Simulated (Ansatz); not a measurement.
Relaxed bulk BAs:

Space group F-43m (No. 216). a = 4.768 Å, b = 4.768 Å, c = 4.768 Å, α = 90.00°, β = 90.00°, γ = 90.00°
```csv
atom,site,symmetry,x,y,z
B,4a,-43m,0.0000,0.0000,0.0000
As,4c,-43m,0.2500,0.2500,0.2500
```

Miller indices refer to the conventional cell of F-43m (No. 216), a = 4.768 Å, b = 4.768 Å, c = 4.768 Å, α = 90.00°, β = 90.00°, γ = 90.00°. The bulk's gap is 1.08 eV.

The calculation used DFT PBEsol, scalar-relativistic, plane waves, PAW (Ansatz 0.2.0). Cutoff 420 eV, Gaussian smearing of 0.05 eV, no spin polarisation. A dipole correction acts along the normal.

The slab isn't stoichiometric, so its surface energy depends on the chemical potentials; it is given with the excess atoms taken from the element's standard state, a limit at which the compound may itself be unstable, so the figure can be too low. This cut of an insulator is polar or leaves open shells, so the slab is metallic here; real surfaces compensate by reconstruction or adsorbates.

A relaxed slab with low-index faces, about a nanometre thick, has these properties:

```yaml
Surface_energy_with_the_excess_atoms_taken_from_the_elements: 1.42 J/m²
Gap_of_the_slab_on_the_mesh: none (metal or semimetal)
Work_function: 5.84 eV
```

**Question.** Which low-index plane was cut, and which atoms end it?

**Answer.** The (100) plane, with As in the top plane and As in the bottom one as cut, before relaxation. The planes from bottom to top: As, B, As, B, As, B, As, B, As, B, As.